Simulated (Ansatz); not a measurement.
Elastic constants of InP at 22 GPa (stress–strain coefficients): input and output

These are results of Ansatz, DFT PBEsol, scalar-relativistic, plane waves, PAW, not measurements.

Launched with:
```bash
ansatz run input.yaml --threads 1 --pin off --max-ram 3072MiB --backend cpu --events-out ev --progress --plain --runs-dir out
```

Input (bare energies are in eV):
```yaml
crystal:
  lattice:
    - [0.0, 2.5772686321, 2.5772686321]
    - [2.5772686321, 0.0, 2.5772686321]
    - [2.5772686321, 2.5772686321, 0.0]
  atoms:
    - { symbol: In, position: [0.0, 0.0, 0.0] }
    - { symbol: P, position: [0.5, 0.5, 0.5] }
basis:
  ecutwfc: 420
kpoints:
  mp_grid: { grid: [14, 14, 14] }
hamiltonian:
  xc: pbesol
scf:
  occupations: { method: fermi_dirac, width: 0.15 }
output:
  forces: true
  stress: true
  eigenvalues: true
elastic:
  mode: relaxed_ion
  amplitude: 0.005
```

From the output:
```
--- Elastic constants: 2 strain directions × 4 members + reference (group order 48) ---
  dense FFT box of the reference and of every strained cell: 25×25×25
  strains applied: 11, 23; error gains: componentwise 1.00 (the most a stress slope's error grows in a printed constant), spectral 1.73 (1 for all six strains in a standard setting)
  C = ∂σ_k/∂η_j (tension-positive GPa; Voigt order 11 22 33 23 13 12):
       353.523     89.817     89.817     -0.000     -0.000      0.000
        89.817    353.523     89.817      0.000     -0.000     -0.000
        89.817     89.817    353.523     -0.000     -0.000     -0.000
        -0.000      0.000     -0.000     33.591     -0.000     -0.000
        -0.000      0.000      0.000     -0.000     33.591      0.000
         0.000     -0.000     -0.000     -0.000     -0.000     33.591
  reference stress σ⁰ (GPa):    -21.998    -21.998    -21.998      0.000      0.000     -0.000
  C* (energy form; C + prestress term) asymmetry max|C*_kj − C*_jk| = 1.421e-14 GPa — a small one proves nothing (zero by symmetry where the batch's group is 432, −43m or m−3m); a large one is finite-difference/SCF noise where every solve ...
  moduli (Voigt/Reuss/Hill, GPa): K = 177.72/177.72/177.72   G = 72.90/47.86/60.38   E = 162.70   ν = 0.347
  mechanically stable: yes (min eigenvalue of sym C = 33.59 GPa)
  strain η (Voigt 11):  stress-route row diagonal C_11 = 353.52 GPa, energy-path curvature d²(F+E_count+ΔE)/dδ²/Ω₀ = 353.50 GPa
    cells at ±δ against ±2δ: C11 353.67 and 354.10 GPa, apart by 0.12 % of the column's largest entry
         δ    σ_11 (GPa) F (eV) n_scf n_hpsi n_pw
    -1.000e-2     -25.7131       -6265.1128780       9   75247    677   relax 0 steps, max|allowed force component| 6.90e-31 eV/Å
    -5.000e-3     -23.8096       -6265.1393245       4   54923    678   relax 0 steps, max|allowed force component| 1.38e-30 eV/Å
     5.000e-3     -20.2730       -6265.1863640       4   53211    692   relax 0 steps, max|allowed force component| 1.18e-30 eV/Å
     1.000e-2     -18.6311       -6265.2071412       7   60926    692   relax 0 steps, max|allowed force component| 2.47e-31 eV/Å
  strain η (Voigt 23):  stress-route row diagonal C_44 = 33.59 GPa, energy-path curvature d²(F+E_count+ΔE)/dδ²/Ω₀ = 44.58 GPa
    cells at ±δ against ±2δ: C44 33.57 and 33.51 GPa, apart by 0.18 % of the column's largest entry
         δ    σ_23 (GPa) F (eV) n_scf n_hpsi n_pw
    -1.000e-2      -0.3351       -6265.1633118       7  119962    682   relax 0 steps, max|allowed force component| 7.89e-30 eV/Å
    -5.000e-3      -0.1679       -6265.1636699       4   94976    684   relax 0 steps, max|allowed force component| 4.73e-30 eV/Å
     5.000e-3       0.1679       -6265.1636699       4   92757    684   relax 0 steps, max|allowed force component| 5.47e-30 eV/Å
     1.000e-2       0.3351       -6265.1633118       7  103478    682   relax 0 steps, max|allowed force component| 4.73e-30 eV/Å
```

It took 60 s on 1 thread of Intel(R) Xeon(R) Platinum 8488C (Sapphire Rapids) (shared host), peak memory 0.55 GiB.

In a metal, frequencies and elastic constants depend on the k mesh and the smearing, soft modes and shear constants most. Other phases may be more stable at this pressure.

This rock-salt form isn't the usual stable structure of the compound at low pressure.